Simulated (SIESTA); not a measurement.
The system is BaZrO3.

```xyz
5
Lattice="4.1913 0.0000 0.0000 0.0000 4.1913 0.0000 0.0000 0.0000 4.1913" Properties=species:S:1:pos:R:3 pbc="T T T"
Ba    0.0000    0.0000    0.0000
Zr    2.0957    2.0957    2.0957
O     2.0957    2.0957    0.0000
O     2.0957    0.0000    2.0957
O     0.0000    2.0957    2.0957
```

Base run:

| Property | Result |
| --- | --- |
| Program | SIESTA 5.4.2 |
| Functional | vdW-DF-cx |
| Potentials or basis | PseudoDojo 0.4 standard (PBE files) |
| Basis | DZP (energy shift 0.003 Ry; two zetas on semicore shells; d shell added on Ba) |
| Grid cutoff | 800 Ry |
| Energy shift | 0.003 Ry |
| k mesh | 6 × 6 × 6 |
| Occupations | fermi-dirac, width 0.05 eV |
| Spin | no spin polarisation |

Its results: band gap on the k mesh 2.99 eV, indirect (least direct gap 3.15 eV); pressure 2.9 GPa.

The run is repeated on the same cell with these changes: functional from vdW-DF-cx to LDA; potentials or basis from PseudoDojo 0.4 standard (PBE files) to PseudoDojo 0.4 standard (LDA files). What comes out?

Band gap on the k mesh 2.92 eV, indirect (least direct gap 3.09 eV); pressure -2.2 GPa.

Caveats: this set's barium file shifts pressures by up to 1 GPa against other sets; spin-orbit coupling is left out, which moves the levels of the heavy elements; the basis of atomic orbitals isn't converged, which shifts pressures, moduli and gaps; the potentials were made for another functional, which shifts forces and pressure (some runs).
